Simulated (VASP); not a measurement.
# CdS (Greenockite) (P6_3mc) in VASP: settings compared, part 2 of 2

VASP 6.6.1.

### Step 4. Relaxation of cell and atoms, optPBE-vdW

The input, INCAR:

```
PREC = Accurate
ENCUT = 600
EDIFF = 1E-6
ISMEAR = -1
SIGMA = 0.05
LREAL = False
LASPH = True
NELM = 100
ALGO = Normal
ISIF = 3
LWAVE = False
LCHARG = False
GGA = OR
LUSE_VDW = True
AGGAC = 0.0
IBRION = 2
NSW = 40
EDIFFG = -0.01
```

The input, KPOINTS:

```
Automatic mesh
0
Gamma
  7 7 4
```

The input, POSCAR:

```
CdS
1.0
    4.1500000000      0.0000000000      0.0000000000
   -2.0750000000      3.5940054257      0.0000000000
    0.0000000000      0.0000000000      6.7370000000
Cd S
2 2
Direct
    0.6666666667      0.3333333333      0.5000000000
    0.3333333333      0.6666666667      0.0000000000
    0.6666666667      0.3333333333      0.8750000000
    0.3333333333      0.6666666667      0.3750000000
```

Potentials or basis: VASP PAW PBE potentials, release 64 (Cd, S).

On the command line:

```console
cat potpaw_PBE.64/Cd/POTCAR potpaw_PBE.64/S/POTCAR > POTCAR
mpirun -np 1 vasp_std > vasp.out
```

OUTCAR:

```text
PREC = Accurate
   ENCUT = 600
   EDIFF = 1E-6
   ISMEAR = -1
   LREAL = False
   LASPH = True
   NELM = 100
   ISIF = 3
   GGA = OR
   IBRION = 2
   NSW = 40
   EDIFFG = -0.01

 ion  position               nearest neighbor table
   1  0.667  0.333  0.500-   3 2.53   4 2.54   4 2.54   4 2.54
   2  0.333  0.667  0.000-   4 2.53   3 2.54   3 2.54   3 2.54
   3  0.667  0.333  0.875-   1 2.53   2 2.54   2 2.54   2 2.54
   4  0.333  0.667  0.375-   2 2.53   1 2.54   1 2.54   1 2.54

  LATTYP: Found a hexagonal cell.
 ALAT       =     4.1500000000
 C/A-ratio  =     1.6233734940

  Lattice vectors:

 A1 = (   4.1500000000,   0.0000000000,   0.0000000000)
 A2 = (  -2.0750000000,   3.5940054257,   0.0000000000)
 A3 = (   0.0000000000,   0.0000000000,   6.7370000000)

Analysis of symmetry for initial positions (statically):
=====================================================================
 Subroutine PRICEL returns:
 Original cell was already a primitive cell.

 Routine SETGRP: Setting up the symmetry group for a
 hexagonal supercell.

 Subroutine GETGRP returns: Found 12 space group operations
 (whereof  6 operations were pure point group operations)
 out of a pool of 24 trial point group operations.

The static configuration has the point symmetry C_3v.
 The point group associated with its full space group is C_6v.

Analysis of symmetry for dynamics (positions and initial velocities):
=====================================================================
 Subroutine PRICEL returns:
 Original cell was already a primitive cell.

 Routine SETGRP: Setting up the symmetry group for a
 hexagonal supercell.

 Subroutine GETGRP returns: Found 12 space group operations
 (whereof  6 operations were pure point group operations)
 out of a pool of 24 trial point group operations.

The dynamic configuration has the point symmetry C_3v.
 The point group associated with its full space group is C_6v.

 Subroutine INISYM returns: Found 12 space group operations
 (whereof  6 operations are pure point group operations),
 and found     1 'primitive' translations

----------------------------------------------------------------------------------------

                                     Primitive cell

  volume of cell :     100.4832

  direct lattice vectors                    reciprocal lattice vectors
     4.150000000  0.000000000  0.000000000     0.240963855  0.139120547  0.000000000
    -2.075000000  3.594005426  0.000000000     0.000000000  0.278241094  0.000000000
     0.000000000  0.000000000  6.737000000     0.000000000  0.000000000  0.148434021

  length of vectors
     4.150000000  4.150000000  6.737000000     0.278241094  0.278241094  0.148434021

  position of ions in fractional coordinates (direct lattice)
     0.666666667  0.333333333  0.500000000
     0.333333333  0.666666667  0.000000000
     0.666666667  0.333333333  0.875000000
     0.333333333  0.666666667  0.375000000

  ion indices of the primitive-cell ions
   primitive index   ion index
                 1           1
                 2           2
                 3           3
                 4           4

----------------------------------------------------------------------------------------

 KPOINTS: Automatic mesh

Automatic generation of k-mesh.
 Grid dimensions read from file:
 generate k-points for:    7    7    4

 Generating k-lattice:

  Cartesian coordinates                     Fractional coordinates (reciprocal lattice)
     0.034423408  0.019874364  0.000000000     0.142857143  0.000000000  0.000000000
     0.000000000  0.039748728  0.000000000     0.000000000  0.142857143  0.000000000
     0.000000000  0.000000000  0.037108505     0.000000000  0.000000000  0.250000000

  Length of vectors
     0.039748728  0.039748728  0.037108505

  Shift w.r.t. Gamma in fractional coordinates (k-lattice)
     0.000000000  0.000000000  0.000000000

 Subroutine IBZKPT returns following result:
 ===========================================

 Found     24 irreducible k-points:

 Following reciprocal coordinates:
            Coordinates               Weight
  0.000000  0.000000  0.000000      1.000000
  0.142857 -0.000000  0.000000      6.000000
  0.285714 -0.000000  0.000000      6.000000
  0.428571 -0.000000  0.000000      6.000000
  0.142857  0.142857  0.000000      6.000000
  0.285714  0.142857  0.000000     12.000000
[... 16 lines left out ...]
  0.428571  0.142857  0.500000      6.000000
  0.285714  0.285714  0.500000      6.000000
   k-points           NKPTS =     24   k-points in BZ     NKDIM =     24   number of bands    NBANDS=     22
   number of dos      NEDOS =    301   number of ions     NIONS =      4
   total plane-waves  NPLWV =  69984
   dimension x,y,z NGX =    36 NGY =   36 NGZ =   54
   dimension x,y,z NGXF=    72 NGYF=   72 NGZF=  108
   ions per type =               2   2
   NGX,Y,Z   is equivalent  to a cutoff of  14.42, 14.42, 13.33 a.u.
   NGXF,Y,Z  is equivalent  to a cutoff of  28.84, 28.84, 26.65 a.u.
 SYSTEM =  unknown system
   PREC   = accura    normal or accurate (medium, high low for compatibility)
   ISTART =      0    job   : 0-new  1-cont  2-samecut
   ICHARG =      2    charge: 1-file 2-atom 10-const
   ISPIN  =      1    spin polarized calculation?
   LNONCOLLINEAR =      F non collinear calculations
   LSORBIT =      F    spin-orbit coupling
   LASPH  =      T    aspherical Exc in radial PAW
   ENCUT  =  600.0 eV  44.10 Ry    6.64 a.u.   8.29  8.29 13.46*2*pi/ulx,y,z
   NELM   =    100;   NELMIN=  2; NELMDL= -5     # of ELM steps
   EDIFF  = 0.1E-05   stopping-criterion for ELM
   LREAL  =      F    real-space projection
   EDIFFG = -.1E-01   stopping-criterion for IOM
   NSW    =     40    number of steps for IOM
   IBRION =      2    ionic relax: 0-MD 1-quasi-New 2-CG
   NFREE  =      1    steps in history (QN), initial steepest desc. (CG)
   ISIF   =      3    stress and relaxation
   ISYM   =      2    0-nonsym 1-usesym 2-fastsym
   POTIM  = 0.5000    time-step for ionic-motion
   TEBEG  =    0.0;   TEEND  =   0.0 temperature during run
   PSTRESS=    0.0 pullay stress
   NELECT =      36.0000    total number of electrons
   NUPDOWN=      -1.0000    fix difference up-down
   EMIN   =  10.00;   EMAX   =-10.00  energy-range for DOS
   EFERMI =   0.00;   METHOD = LEGACY
   ISMEAR =    -1;   SIGMA  =   0.05  broadening in eV -4-tet -1-fermi 0-gaus
   EFERMI_NEDOS =   21; number of points for ismear=-14 and -15
   IALGO  =     38    algorithm
   IMIX   =      4    mixing-type and parameters
     AMIX     =   0.40;   BMIX     =  1.00
     AMIX_MAG =   1.60;   BMIX_MAG =  1.00
  volume/ion in A,a.u.               =      25.12       169.52
  Fermi-wavevector in a.u.,A,eV,Ry     =   1.162727  2.197236 18.394190  1.351935
  Thomas-Fermi vector in A             =   2.299285
   LORBIT       =      0    0 simple, 1 ext, 2 COOP (PROOUT), +10 PAW based schemes
   GGA     = OR    functional components
   LHFCALC =     F    Hartree Fock is set to
   AEXX    =    0.0000 exact exchange contribution
   IVDW_NL    =     1    kernel type
   BPARAM     = 6.3000
   IVDW    =     0    specifies the selected vdW correction
   LEPSILON=     F    determine dielectric tensor
   LRPA    =     F    only Hartree local field effects (RPA)
 conjugate gradient relaxation of ions
 non-spin polarized calculation
  energy-cutoff  :      600.00
  volume of cell :      100.48
 maximum number of plane-waves:      3376
 NGX is ok and might be reduce to    36
   NGX = 17   NGY = 17   NGZ = 27

--------------------------------------- Ionic step        1  -------------------------------------------

 number of electron      36.0000008 magnetization

 Free energy of the ion-electron system (eV)
  ---------------------------------------------------
  ext. energy  EPLUGINS =         0.00000000
  ---------------------------------------------------
  free energy    TOTEN  =        -2.16820142 eV

  energy without entropy =       -2.16820120  energy(sigma->0) =       -2.16820131

------------------------ aborting loop because EDIFF is reached ----------------------------------------

  FORCE on cell =-STRESS in cart. coord.  units (eV):
  Direction    XX          YY          ZZ          XY          YZ          ZX
  --------------------------------------------------------------------------------------
  -------------------------------------------------------------------------------------
  Total        1.7322281      1.7322281      2.2233773      0.0000000      0.0000000      0.0000000
  in kB       27.6199119     27.6199119     35.4511534      0.0000000      0.0000000      0.0000000
  external PRESSURE =      30.2303257 kB  Pullay stress =       0.0000000 kB
[... 65 lines left out ...]
Total vdW correction in eV:      7.4457224

--------------------------------------- Ionic step        3  -------------------------------------------

 number of electron      35.9999998 magnetization

 Free energy of the ion-electron system (eV)
  ---------------------------------------------------
  ext. energy  EPLUGINS =         0.00000000
  ---------------------------------------------------
  free energy    TOTEN  =        -2.21647642 eV

  energy without entropy =       -2.21647562  energy(sigma->0) =       -2.21647602

 E-fermi :   1.2812     XC(G=0):  -8.8894

 val. band max:        0.7344416884   @ k =   0.0000   0.0000   0.0000
 cond. band min:       1.7626964906   @ k =   0.0000   0.0000   0.0000
 fundamental gap:      1.0282548022
 Fermi energy:         1.2812338405

 k-point     1 :       0.0000    0.0000    0.0000
  band No.  band energies     occupation
      1     -11.2592      2.00000
      2     -10.8877      2.00000
      3      -6.8131      2.00000
      4      -6.8033      2.00000
      5      -6.8033      2.00000
      6      -6.7324      2.00000
[... 620 lines left out ...]
  FREE ENERGIE OF THE ION-ELECTRON SYSTEM (eV)
  ---------------------------------------------------
  free  energy   TOTEN  =        -2.2164764158 eV

  energy  without entropy=       -2.2164756237  energy(sigma->0) =       -2.21647602

Total vdW correction in eV:      7.4048218

 reached required accuracy - stopping structural energy minimisation
```

Wall time 3.5 min (1 thread of Intel Xeon 6975P-C (Granite Rapids), shared host); peak memory 0.64 GiB.

Results:

```
Free energy                            : -2.2165 eV
Relaxed volume                         : 26.43 Å³/atom
Relaxed cell                           : a = 4.215 Å, b = 4.215 Å, c = 6.872 Å, α = 90.00°, β = 90.00°, γ = 120.00°
Space group after relaxing (to 0.05 Å) : P6_3mc (No. 186)
Energy gained by relaxing              : 12.1 meV/atom
Ionic steps                            : 3
Pressure after relaxing                : 0.0 GPa
Largest force after relaxing           : 0.006 eV/Å
Band gap on the k mesh                 : 1.03 eV, direct
```

Forces on the atoms (eV/Å):
```
Cd   0.000  0.000 -0.006
Cd   0.000  0.000 -0.006
S    0.000  0.000  0.006
S    0.000  0.000  0.006
```

The path:
```tsv
step	energy change (eV)	largest force (eV/Å)	pressure (GPa)	volume (Å³)
1	0.0000	0.0659	3.02	100.48
2	-0.0434	0.0073	-0.86	107.53
3	-0.0483	0.0058	-0.01	105.74
```

Final structure:
```
CELL_PARAMETERS angstrom
4.21497 0.00000 0.00000
-2.10748 3.65027 0.00000
0.00000 0.00000 6.87237
ATOMIC_POSITIONS crystal
Cd 0.66667 0.33333 0.49964
Cd 0.33333 0.66667 0.99964
S 0.66667 0.33333 0.87536
S 0.33333 0.66667 0.37536
```

Caveat: the PAW data sets were made with another functional, which shifts forces and pressure a little. Zero-point motion and thermal expansion aren't in these numbers.

### Step 5. The reference run

An earlier run on the cell as given: functional PBEsol; potentials or basis VASP PAW PBE potentials, release 64 (Cd, S); cutoff 520 eV; k mesh 7 × 7 × 4; occupations fermi-dirac, width 0.05 eV; no spin polarisation.

* Pressure: -0.6 GPa
* Largest force: 0.067 eV/Å
* Band gap on the k mesh: 1.06 eV, direct

### Step 6. Summary

```tsv
task	level	cell	cutoff (eV)	ladder	gap on the mesh (eV)	pressure (GPa)	relaxed volume (Å³/atom)	largest force (eV/Å)
relaxation of cell and atoms	optB86b-vdW	relaxed	600	-	1.05	0.0	25.49	0.01
relaxation of cell and atoms	vdW-DF	relaxed	600	-	1.01	0.0	27.46	-
relaxation of cell and atoms	optPBE-vdW	relaxed	600	-	1.03	0.0	26.43	0.01
single point	PBEsol	as given	520	free	1.06	-0.6	-	0.07
```

Alike in all rows: potentials or basis VASP PAW PBE potentials, release 64 (Cd, S); no spin polarisation; k mesh 7 × 7 × 4; smearing fermi-dirac 0.05 eV.

Caveats: the PAW data sets were made with another functional, which shifts forces and pressure a little.

Absolute energies hang on the potentials; compare differences alone.
